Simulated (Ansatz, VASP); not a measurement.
**SiC: VASP beside Ansatz**

One calculation is typed for both programs; each brings its own data sets and cutoff. How far apart do they land?

Program: Ansatz 0.2.0. Level of theory: plane waves, with VASP 6.6.1 beside it; single point at PBEsol and zone-centre phonons at LDA. Results are calculated unless marked as measured.

## (1) The starting structure

It takes space group P6_3mc (No. 186, hexagonal). The conventional cell has a = 3.076 Å, b = 3.076 Å, c = 10.071 Å, α = 90.00°, β = 90.00°, γ = 120.00°. Si has 4 C at 1.88 to 1.89 Å nearest. Nearest to Si lie 4 C at 1.88 to 1.89 Å. Nearest to C lie 4 Si at 1.88 to 1.89 Å. Nearest to C lie 4 Si at 1.88 to 1.89 Å. Farther neighbours are not listed.

Coordinates:

```xyz
8
Lattice="3.0757 0.0000 0.0000 -1.5378 2.6636 0.0000 0.0000 0.0000 10.0706" Properties=species:S:1:pos:R:3 pbc="T T T"
Si    1.5378    0.8879    9.4447
Si    0.0000    1.7758    4.4094
Si    0.0000    0.0000    6.9275
Si    0.0000    0.0000    1.8922
C     1.5378    0.8879    7.5510
C     0.0000    1.7758    2.5157
C     0.0000    0.0000    5.0400
C     0.0000    0.0000    0.0046
```

## (2) VASP: single point, PBEsol

With cell and atoms fixed, the geometry can't cause a difference; cores, projectors, grids and the points listed under the comparison can.

Lines of VASP's logs that name or quote its potential files are left out, and so is its time.

File INCAR:

```
SYSTEM = SiC
PREC = Accurate
ENCUT = 520
EDIFF = 1E-05
NELM = 100
ISMEAR = 0
SIGMA = 0.05
LREAL = .FALSE.
ALGO = Normal
GGA = PS
NBANDS = 24
LORBIT = 11
LWAVE = .FALSE.
LCHARG = .FALSE.
KPAR = 16
```

File POSCAR:

```
SiC
1.0
    3.0756941500      0.0000000000      0.0000000000
   -1.5378470700      2.6636292700      0.0000000000
    0.0000000000      0.0000000000     10.0706464800
Si C
4 4
Direct
    0.6666666700      0.3333333300      0.9378419800
    0.3333333300      0.6666666700      0.4378419800
    0.0000000000      0.0000000000      0.6878943800
    0.0000000000      0.0000000000      0.1878943800
    0.6666666700      0.3333333300      0.7498025900
    0.3333333300      0.6666666700      0.2498025900
    0.0000000000      0.0000000000      0.5004600500
    0.0000000000      0.0000000000      0.0004600500
```

File KPOINTS:

```
Automatic mesh
0
Gamma
8 8 2
0 0 0
```

PAW data sets: Si and C (PBE family, release 64).

The run is started by

```
$ mpirun -np 16 vasp_std
```

Numbers of over 12 decimals in the logs are rounded to 6 here.

The program printed:

```text
[banner, memory and clock lines left out]
running   16 mpi-ranks, on    1 nodes
 distrk:  each k-point on    1 cores,   16 groups
 distr:  one band on    1 cores,    1 groups

 POSCAR found type information on POSCAR SiC
 POSCAR found :  2 types and       8 ions
|                                                                             |
|           W    W    AA    RRRRR   N    N  II  N    N   GGGG   !!!           |
|           W    W   A  A   R    R  NN   N  II  NN   N  G    G  !!!           |
|           W    W  A    A  R    R  N N  N  II  N N  N  G       !!!           |
|           W WW W  AAAAAA  RRRRR   N  N N  II  N  N N  G  GGG   !            |
|           WW  WW  A    A  R   R   N   NN  II  N   NN  G    G                |
|           W    W  A    A  R    R  N    N  II  N    N   GGGG   !!!           |
|                                                                             |
|     For optimal performance we recommend to set                             |
|       NCORE = 2 up to number-of-cores-per-socket                            |
|     NCORE specifies how many cores store one orbital (NPAR=cpu/NCORE).      |
|     This setting can greatly improve the performance of VASP for DFT.       |
|     The default, NCORE=1 might be grossly inefficient on modern             |
|     multi-core architectures or massively parallel machines. Do your        |
|     Unfortunately you need to use the default for GW and RPA                |
|     calculations (for HF NCORE is supported but not extensively tested      |
|     yet).                                                                   |
|                                                                             |

|                                                                             |
|               ----> ADVICE to this user running VASP <----                  |
|                                                                             |
|     You enforced a specific xc type in the INCAR file but a different       |
|     [... a line on the potential file left out ...]
|     I HOPE YOU KNOW WHAT YOU ARE DOING!                                     |
|                                                                             |

 LDA part: xc-table for (Slater+PW92), standard interpolation
 POSCAR, INCAR and KPOINTS ok, starting setup
 FFT: planning ... GRIDC
 FFT: planning ... GRID_SOFT
 FFT: planning ... GRID
 WAVECAR not read
 entering main loop
       N       E                     dE             d eps       ncg     rms          rms(c)
DAV:   1     0.721478993889E+02    0.72148E+02   -0.14625E+04   960   0.121E+03
DAV:   2    -0.643065958981E+02   -0.13645E+03   -0.12840E+03  1368   0.198E+02
DAV:   3    -0.708108780579E+02   -0.65043E+01   -0.64711E+01  1280   0.417E+01
DAV:   4    -0.708917414783E+02   -0.80863E-01   -0.80801E-01  1240   0.554E+00
DAV:   5    -0.708932683535E+02   -0.15269E-02   -0.15266E-02  1264   0.713E-01    0.175E+01
DAV:   6    -0.639680434598E+02    0.69252E+01   -0.19799E+01  1224   0.200E+01    0.802E+00
DAV:   7    -0.637250818236E+02    0.24296E+00   -0.19396E+00  1320   0.649E+00    0.330E+00
DAV:   8    -0.636735306557E+02    0.51551E-01   -0.12204E-01  1168   0.172E+00    0.905E-01
DAV:   9    -0.636674622050E+02    0.60685E-02   -0.15185E-02  1232   0.657E-01    0.155E-01
DAV:  10    -0.636676803668E+02   -0.21816E-03   -0.92053E-04  1248   0.165E-01    0.718E-02
DAV:  11    -0.636676937355E+02   -0.13369E-04   -0.70049E-05  1232   0.560E-02    0.126E-02
DAV:  12    -0.636676937286E+02    0.69222E-08   -0.41661E-06   832   0.113E-02
   1 F= -.63667694E+02 E0= -.63667694E+02  d E =-.215361E-12
```

Parts of OUTCAR (step 2):

```text
ion  position               nearest neighbor table
   1  0.667  0.333  0.938-   8 1.88   8 1.88   8 1.88   5 1.89   3 3.08   3 3.08   3 3.08   4 3.08
                             4 3.08   4 3.08
   2  0.333  0.667  0.438-   7 1.88   7 1.88   7 1.88   6 1.89   4 3.08   4 3.08   4 3.08   3 3.08
                             3 3.08   3 3.08
   3  0.000  0.000  0.688-   5 1.88   5 1.88   5 1.88   7 1.89   1 3.08   1 3.08   1 3.08   2 3.08
                             2 3.08   2 3.08
   4  0.000  0.000  0.188-   6 1.88   6 1.88   6 1.88   8 1.89   2 3.08   2 3.08   2 3.08   1 3.08
                             1 3.08   1 3.08
   5  0.667  0.333  0.750-   3 1.88   3 1.88   3 1.88   1 1.89
   6  0.333  0.667  0.250-   4 1.88   4 1.88   4 1.88   2 1.89
   7  0.000  0.000  0.500-   2 1.88   2 1.88   2 1.88   3 1.89
   8  0.000  0.000  0.000-   1 1.88   1 1.88   1 1.88   4 1.89

  LATTYP: Found a hexagonal cell.
 ALAT       =     3.0756941500
 C/A-ratio  =     3.2742678527

 Subroutine GETGRP returns: Found 12 space group operations
 (whereof  6 operations were pure point group operations)

The static configuration has the point symmetry C_3v.
 The point group associated with its full space group is C_6v.

 Found     20 irreducible k-points:

   k-points           NKPTS =     20   k-points in BZ     NKDIM =     20   number of bands    NBANDS=     24

   dimension x,y,z NGX =    24 NGY =   24 NGZ =   80
   dimension x,y,z NGXF=    48 NGYF=   48 NGZF=  160

   ENCUT  =  520.0 eV  38.22 Ry    6.18 a.u.   5.72  5.72 18.72*2*pi/ulx,y,z

   NELECT =      32.0000    total number of electrons

 k-points in reciprocal lattice and weights: Automatic mesh
   0.00000000  0.00000000  0.00000000       0.008
   0.12500000  0.00000000  0.00000000       0.047
   0.25000000  0.00000000  0.00000000       0.047
   0.37500000  0.00000000  0.00000000       0.047
   0.50000000  0.00000000  0.00000000       0.023
   0.12500000  0.12500000  0.00000000       0.047
   0.25000000  0.12500000  0.00000000       0.094
   0.37500000  0.12500000  0.00000000       0.094
   0.25000000  0.25000000  0.00000000       0.047
[...]
0.25000000  0.25000000  0.50000000       0.047
   0.37500000  0.25000000  0.50000000       0.047

 average (electrostatic) potential at core
       1 -80.0985       2 -80.0985       3 -80.0536       4 -80.0536       5 -44.8790
       6 -44.8790       7 -44.9395       8 -44.9395

 E-fermi :   8.3923

 k-point     1 :       0.0000    0.0000    0.0000
  band No.  band energies     occupation
    ...
     12       7.5747      2.00000
     13       7.5747      2.00000
     14       8.1061      2.00000
     15       8.1608      2.00000
     16       8.1608      2.00000
     17      13.2138      0.00000
     18      13.7918      0.00000
     19      14.4298      0.00000
     20      14.4311      0.00000
     21      15.0818      0.00000
    ...

 k-point     2 :       0.1250    0.0000    0.0000
  band No.  band energies     occupation
    ...
     12       7.1304      2.00000
     13       7.2105      2.00000
     14       7.2140      2.00000
     15       7.9215      2.00000
     16       8.0323      2.00000
     17      13.3383      0.00000
     18      14.0066      0.00000
     19      14.1074      0.00000
     20      14.7893      0.00000
     21      15.0468      0.00000
    ...

 k-point     3 :       0.2500    0.0000    0.0000
  band No.  band energies     occupation
    ...
     12       5.6931      2.00000
     13       6.4824      2.00000
     14       6.5218      2.00000
     15       7.3172      2.00000
     16       7.6124      2.00000
     17      11.8427      0.00000
     18      12.3539      0.00000
     19      13.1400      0.00000
     20      14.1934      0.00000
     21      14.8171      0.00000
    ...

  Total        0.4433375      0.4433375      0.3774835      0.0000000     -0.0000000      0.0000000
  in kB        8.6093582      8.6093582      7.3305117      0.0000000     -0.0000000      0.0000000
  external PRESSURE =       8.1830760 kB  Pullay stress =       0.0000000 kB

  energy-cutoff  :      520.00
  volume of cell :       82.50
      direct lattice vectors                 reciprocal lattice vectors
     3.075694150  0.000000000  0.000000000     0.325129857  0.187713810  0.000000000
    -1.537847070  2.663629270  0.000000000     0.000000000  0.375427621  0.000000000
     0.000000000  0.000000000 10.070646480     0.000000000  0.000000000  0.099298491

 POSITION                                       TOTAL-FORCE (eV/Angst)
 -----------------------------------------------------------------------------------
      1.53785      0.88788      9.44468         0.000000     -0.000000     -0.002179
     -0.00000      1.77575      4.40935         0.000000      0.000000     -0.002179
      0.00000      0.00000      6.92754         0.000000      0.000000      0.001458
      0.00000      0.00000      1.89222        -0.000000      0.000000      0.001458
      1.53785      0.88788      7.55100        -0.000000      0.000000      0.002227
     -0.00000      1.77575      2.51567         0.000000     -0.000000      0.002227
      0.00000      0.00000      5.03996         0.000000      0.000000     -0.001506
      0.00000      0.00000      0.00463        -0.000000      0.000000     -0.001506
 -----------------------------------------------------------------------------------
    total drift:                               -0.000000     -0.000000     -0.000291

  FREE ENERGIE OF THE ION-ELECTRON SYSTEM (eV)
  ---------------------------------------------------
  free  energy   TOTEN  =       -63.6676937286 eV

  energy  without entropy=      -63.6676937286  energy(sigma->0) =      -63.66769373

 total charge
# of ion       s       p       d       tot
------------------------------------------
    1        0.709   0.974   0.000   1.683
    2        0.709   0.974   0.000   1.683
    3        0.709   0.973   0.000   1.682
    4        0.709   0.973   0.000   1.682
    5        0.834   1.704   0.000   2.537
    6        0.834   1.704   0.000   2.537
    7        0.833   1.702   0.000   2.535
    8        0.833   1.702   0.000   2.535
--------------------------------------------------
tot          6.169  10.705   0.000  16.874

[... 3 further parts left out ...]
```

The run ends at a pressure of 0.82 GPa, with forces up to 0.0022 eV/Å.

## (3) Ansatz: single point, PBEsol

Ansatz runs on its default PAW (the set named soft_2) files.

The same cell, functional, mesh and smearing now go to Ansatz, which takes its cutoff from its data sets.

File input.yaml:

```yaml
crystal:
  lattice:
    - [3.07569415, 0.0, 0.0]
    - [-1.53784707, 2.66362927, 0.0]
    - [0.0, 0.0, 10.07064648]
  atoms:
    - { symbol: Si, position: [0.66666667, 0.33333333, 0.93784198] }
    - { symbol: Si, position: [0.33333333, 0.66666667, 0.43784198] }
    - { symbol: Si, position: [0.0, 0.0, 0.68789438] }
    - { symbol: Si, position: [0.0, 0.0, 0.18789438] }
    - { symbol: C, position: [0.66666667, 0.33333333, 0.74980259] }
    - { symbol: C, position: [0.33333333, 0.66666667, 0.24980259] }
    - { symbol: C, position: [0.0, 0.0, 0.50046005] }
    - { symbol: C, position: [0.0, 0.0, 0.00046005] }
hamiltonian:
  xc: pbesol
  pseudopotentials: { kind: paw }
kpoints:
  mp_grid: { grid: [8, 8, 2] }
scf:
  occupations: { method: gaussian, width: 0.05 }
  n_extra_bands: 6
output:
  forces: true
  stress: true
  eigenvalues: true
  write_density: true
  write_potential: true
  elf: true
  volumetric_format: npy
```

The run is started by

```
$ ansatz run input.yaml --threads 4 --pin off --max-ram 9216MiB --backend cpu --events-out ev --progress --plain --runs-dir out
```

The program printed:

```text
scf.n_extra_bands = 6 over 16 filled bands (N_el = 32.0): the run solves 22 bands
Engine: ansatz 0.2.0, aarch64-unknown-linux-gnu
Pseudopotentials: kind: paw
Pseudopotential: Si, paw, valence charge 4, recommended cutoff 420 eV (normal), Si.paw.azcp
Pseudopotential: C, paw, valence charge 4, recommended cutoff 420 eV (normal), C.paw.azcp
Functional definition: PBEsol
  exchange = pbesol_x
  correlation = pbesol_c
Crystal: 8 atoms, lattice volume = 82.504 Å³
Basis set: ecut = 420 eV, 1605 PW (Γ), exchange–correlation on 48×48×144 points (8 copies of the dense FFT grid, shifted against one another)
Bands: 22, of which v1, the nominal top of the filled ones, is band 16 counted from 1 (15 counted from 0)
Symmetry: 12 space group operations
Space group: P63mc (ITA 186), of the structure as read, at distance tolerance 4.4e-5 Å
k-points: 20 of 128
Non-local potential: Si, projectors of the file, l = 0: 2, l = 1: 2, l = 2: 2
Non-local potential: C, projectors of the file, l = 0: 2, l = 1: 2, l = 2: 1
PAW form: soft (Blöchl's): semilocal exchange-correlation on the pseudo side does not see the compensation charge
PAW frozen core: Si, regenerated for the run's functional, and the local potential with it (the file was generated under x = pbe(κ = 0.804, μ = 0.219515), c = pbe(β = 0.066725))
PAW frozen core: C, regenerated for the run's functional, and the local potential with it (the file was generated under x = pbe(κ = 0.804, μ = 0.219515), c = pbe(β = 0.066725))
PAW one-centre angular grid: Si, 110 points (default); XC on 64 Gauss nodes
PAW one-centre angular grid: C, 110 points (default); XC on 64 Gauss nodes
Initial density: superposition of atomic densities (neutral atoms: chi_scale 0, normalization atom), corrected by the library's trained network
Initial wavefunctions: pseudopotential atomic-orbital guess
Functional: x = pbesol(κ = 0.804, μ = 0.123457), c = pbesol(β = 0.046)
SCF iter   1: F=—  HF=-3474.853885 eV  |F-HF|=—  |Δ(HF+E_count)|=         —  Δρ=8.56e-3  dr2=7.35e-2  ethr=1.77e-3  ⟨swp⟩=6.5  Hψ=2535  notcnv=0
preconditioner: auto → none  [insulator: Δε(μ)=2.013 eV  Ē_g=11.239 eV  σ=0.050 eV  W_gap=1.00  n_scr=6 (ndim 8)  ℏωp=23.1 eV  f_vac=0.000  D(μ)=0.00/eV (n_scr^D=0)  ε∞_Penn≈5.2]
SCF iter   2: F=—  HF=-3474.832688 eV  |F-HF|=—  |Δ(HF+E_count)|=   2.12e-2  Δρ=1.50e-3  dr2=1.52e-3  ethr=2.30e-4  ⟨swp⟩=2.6  Hψ=966  notcnv=0  defer=29
SCF iter   3: F=—  HF=-3474.832507 eV  |F-HF|=—  |Δ(HF+E_count)|=   1.81e-4  Δρ=5.79e-4  dr2=1.89e-4  ethr=4.75e-6  ⟨swp⟩=2.1  Hψ=698  notcnv=0  defer=29
SCF iter   4: F=—  HF=-3474.832519 eV  |F-HF|=—  |Δ(HF+E_count)|=   1.23e-5  Δρ=9.56e-5  dr2=1.30e-5  ethr=5.91e-7  ⟨swp⟩=2.5  Hψ=739  notcnv=0  defer=29
SCF iter   5: F=—  HF=-3474.832431 eV  |F-HF|=—  |Δ(HF+E_count)|=   8.80e-5  Δρ=3.87e-5  dr2=1.07e-6  ethr=4.08e-8  ⟨swp⟩=2.0  Hψ=640  notcnv=0  defer=29
SCF iter   6: F=-3474.832432 eV  HF=-3474.832432 eV  |F-HF|=2.48e-9  |Δ(HF+E_count)|=   2.37e-7  Δρ=9.57e-6  dr2=5.35e-8  ethr=3.13e-10  ⟨swp⟩=14.1  Hψ=3387  notcnv=0
SCF 1 converged in 6 iterations: F = -3474.832432 eV  dr2 = 5.35e-8
  greatest PAW one-centre occupation: 0.644 electrons in one spin orbital (limit 2), on the C atom at site 5 (counted from 0), in its partial waves of l = 0
SCF converged after 6 iterations
Free energy (F): -3474.832432 eV
Harris-Foulkes:  -3474.832432 eV  (|F-HF|=2.48e-9)
Internal energy: -3474.832432 eV  (E = F + TS)
E sigma→0 (E₀):  -3474.832432 eV
Fermi energy:    10.584126 eV
--- Per-component energies (eV) ---
  E_band       = 113.282486
  E_kinetic    = 541.736397
  E_local      = -416.011188  (includes V_loc(G=0)·N_el)
  E_nonlocal   = 208.030268
  E_hartree    = 126.851684
  E_xc         = -418.728014
  E_vxc        = -436.913994  (∫ρ·V_xc dr)
  E_paw        = -2377.400972  (= ΣΔE_a)
  E_vpaw       = -37.262336  (= ΣTr[D̂ρ^β])
  E_aug_tail   = 0.000059  (compensation charges beyond the density's cutoff)
  E_ewald      = -1139.521310
  E_core_change = 0.210645  (= ΣΔE_core)
  E_smearing   = -0.000000  (= −TS)
  E_closure    = -0.000000  (closes the sum)
  Σ components = -3474.832432   (vs F -3474.832432, Δ=0.00e0)
--- Forces (eV/Å), atoms counted from 1 ---
  atom   1  Si     0.00000000     0.00000000    -0.00214538
  atom   2  Si     0.00000000    -0.00000000    -0.00214538
  atom   3  Si     0.00000000    -0.00000000     0.00263341
  atom   4  Si     0.00000000     0.00000000     0.00263341
  atom   5  C      0.00000000     0.00000000     0.00103884
  atom   6  C     -0.00000000    -0.00000000     0.00103884
  atom   7  C     -0.00000000     0.00000000    -0.00154660
  atom   8  C      0.00000000    -0.00000000    -0.00154660
  max |Σ_I F_I| component: 3.95e-5 eV/Å
--- Stress (GPa, compression-positive) ---
        0.498883       0.000000       0.000000
        0.000000       0.498883       0.000000
       -0.000000       0.000000       0.379604
  P = ⅓ Tr σ = 0.4591 GPa (4.591 kbar)
--- Band table (eV; the first three rows and the last of 20) ---
  k-point 0: bands = [... 12 lower, 8.9397, 9.4730, 9.5265, 9.5265, 14.5727, 15.1504, 15.7771, 15.7902, ... 2 higher]
  k-point 1: bands = [... 12 lower, 9.3189, 9.3189, 9.3189, 9.3189, 14.7806, 14.7806, 16.2357, 16.2357, ... 2 higher]
  k-point 2: bands = [... 12 lower, 8.5761, 8.5793, 9.2882, 9.3977, 14.7050, 15.3723, 15.4720, 16.1491, ... 2 higher]
  k-point 19: bands = [... 12 lower, 6.4630, 6.4630, 7.2831, 7.2831, 12.7892, 12.7892, 15.8329, 15.8329, ... 2 higher]
```

Run time: 1.5 s. Hardware: 4 threads of Arm Neoverse V1, shared host; peak memory 0.35 GiB.

The run ends at a pressure of 0.46 GPa, with forces up to 0.0026 eV/Å.

## (4) Side by side

Known differences besides the potentials themselves: the cutoff is 420 eV in Ansatz and 520 eV in VASP; Ansatz makes its cores anew for this functional, VASP keeps those of its PBE data sets; VASP leaves aspherical gradient terms in its spheres out (LASPH is not set), Ansatz keeps them. Total energies have different zeros and are not compared.

The two programs side by side:

```tsv
quantity	Ansatz	VASP	difference
pressure (GPa)	0.46	0.82	-0.36
pressure without Ansatz's Pulay correction (GPa)	0.16	0.82	-0.66
gap on the k mesh (eV)	2.116	2.108	+0.008
```

A gap on the mesh is an upper bound, since the band edges may lie between its points. Ansatz's pressure holds a Pulay correction of 0.30 GPa; VASP's holds none.

(Continued in part 2 of 2.)

[Lines on the potential files, build, host, timing and source positions are cut from VASP's logs without a mark.]

[Logs are printed without paths, hosts, clocks, repeated set-up lines and the standing remarks that a program may print on its own settings, such as how far it seeks lower states.]

[Hosts, paths, dates, database ids (printed as entryN), source tags and the programs' standing remarks are cut or masked in the printed files.]
